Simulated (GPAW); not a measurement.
Runs of GPAW 26.7.0 on WS2 (Tungstenite). Symmetry: P6_3/mmc, No. 194, hexagonal system. The conventional cell has a = 3.180 Å, b = 3.180 Å, c = 12.500 Å, α = 90.00°, β = 90.00°, γ = 120.00°. W (site symmetry -6m2) is surrounded by 6 S at 2.41 Å. Around S (site symmetry 3m) lie 3 W at 2.41 Å. 

```csv
cell,gap on the mesh (eV)
"P6_3/mmc, 18.24 Å³/atom",1.11
"P6_3/mmc, 17.88 Å³/atom",1.09
"P6_3/mmc, 17.52 Å³/atom",1.08
"P6_3/mmc, 19.34 Å³/atom",(a)
```

Alike in all rows: task dielectric tensor; level LDA; potentials or basis the program's PAW data sets (release 1.2.1) made for this functional, pw; no spin polarisation; k mesh 8 × 8 × 2; cutoff (eV) 400; smearing fermi-dirac 0.001 eV.

**Question.** Fill in the values left out.

**Answer.** (a) 1.14.

Caveats: the long-wavelength limit can be off by several per cent where d states take part; spin-orbit coupling is left out, which moves the levels of the heavy elements; an odd mesh through Γ misses points on the zone boundary, where band edges often lie.

A k mesh can miss the band edges, and the runs leave out spin-orbit coupling on W.
